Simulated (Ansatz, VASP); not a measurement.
## BeTe: VASP beside Ansatz

```
Be Te
1.0
     0.00000    2.77000    2.77000
     2.77000    0.00000    2.77000
     2.77000    2.77000    0.00000
Be Te
1 1
Direct
  0.00000 0.00000 0.00000
  0.75000 0.75000 0.75000
```

Alike in both runs: task single point; functional PBEsol; k mesh 8 × 8 × 8; occupations gaussian, width 0.05 eV; non-collinear spin, spin-orbit coupling.

|  | VASP | Ansatz |
| --- | --- | --- |
| version | VASP 6.6.1 | Ansatz 0.2.0 |
| potentials or method | VASP PAW PBE potentials, release 64 (Be, Te) | plane waves, PAW |
| plane-wave cutoff (eV) | 520 | 420 |
| valence electrons in the cell | 8 | 18 |

Ansatz gave:

- gap on the k mesh at the Fermi level (eV): 1.45
- least direct gap on the mesh (eV): 3.24
- pressure (GPa): 2.3
- net moment per atom (μB): 0.00

**Question.** Which values does VASP return?

**Answer.** gap on the k mesh at the Fermi level (eV): 1.43; least direct gap on the mesh (eV): 3.23; pressure (GPa): 2.6; net moment per atom (μB): 0.00.

The two sets of potentials don't hold the same shells in valence.

Caveats: the PAW data sets were made with another functional, which shifts forces and pressure a little (VASP).
